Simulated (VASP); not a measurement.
A run of VASP 6.6.1 is set up as follows.

The input INCAR:

```
SYSTEM = Cd
  PREC = Accurate
  ENCUT = 600
  EDIFF = 1E-6
  ISMEAR = -1
  SIGMA = 0.05
  LREAL = .FALSE.
  LASPH = .TRUE.
  NELM = 100
  ALGO = Normal
  ISIF = 3
  LWAVE = .FALSE.
  LCHARG = .FALSE.
  GGA = PE
  IBRION = 2
  NSW = 40
  EDIFFG = -0.02
  PSTRESS = 100
```

The input KPOINTS:

```
regular mesh
0
G
  10 10 10
  0 0 0
```

File POSCAR:

```
Cd
1.0
   -1.7843220000      1.7843220000      1.7843220000
    1.7843220000     -1.7843220000      1.7843220000
    1.7843220000      1.7843220000     -1.7843220000
Cd
1
Direct
    0.0000000000      0.0000000000      0.0000000000
```

Potentials or basis: VASP PAW PBE potentials, release 64 (Cd).

Launch:

```sh
$ cat potpaw_PBE.64/Cd/POTCAR > POTCAR
$ mpirun -np 1 vasp_std > vasp.out
```

What does it give for the relaxed volume?

19.89 Å³/atom.

What does it give for the space group after relaxing (to 0.05 Å)?

Im-3m (No. 229).

Predict the band gap on the k mesh.

none (metal or under the smearing width).

Final structure:
```
Cd
1.0
    -1.70681    1.70681    1.70681
     1.70681   -1.70681    1.70681
     1.70681    1.70681   -1.70681
Cd
1
Direct
  0.00000 0.00000 0.00000
```

Caveat: the cell is relaxed towards a set pressure, so the enthalpy falls and the energy may rise.
